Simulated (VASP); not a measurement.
**Be under changes of volume**

One of the cells (8.029 Å³/atom); the others are scaled copies at fixed shape and fractional positions:

```
Be
1.0
    -1.26142    1.26142    1.26142
     1.26142   -1.26142    1.26142
     1.26142    1.26142   -1.26142
Be
1
Direct
  0.00000 0.00000 0.00000
```

This isn't the form of Be at room conditions, which is hcp.

| Quantity | Value |
| --- | --- |
| Program | VASP 6.6.1 |
| Functional | PBE |
| Potentials or basis | VASP PAW PBE potentials, release 64 (Be) |
| Cutoff | 520 eV |
| k mesh | 15 × 15 × 15 |
| Occupations | fermi-dirac, width 0.05 eV |
| Spin | no spin polarisation |

```csv
volume (Å³/atom),energy over the lowest point (meV/atom),pressure (GPa)
7.399,?,?
7.556,3.17,4.6
7.714,0.00,1.9
8.029,1.30,-3.0
8.186,5.36,-5.2
8.343,11.43,-7.1
```

Question: What does the run at 7.399 Å³/atom give?

Answer: Energy over the lowest point 9.19 meV/atom; pressure 7.7 GPa.

Worked out: A Birch-Murnaghan fit of order 3 (a polynomial in V^(-2/3)) to the other rows has its minimum at 7.83 Å³/atom with B0 = V·E''(V) = 124 GPa and B' = 3.1. It gives 9.15 meV/atom at 7.399 Å³/atom, against the run's 9.19, and -dE/dV = 7.6 GPa, against 7.7.

Energies are extrapolated to zero smearing.
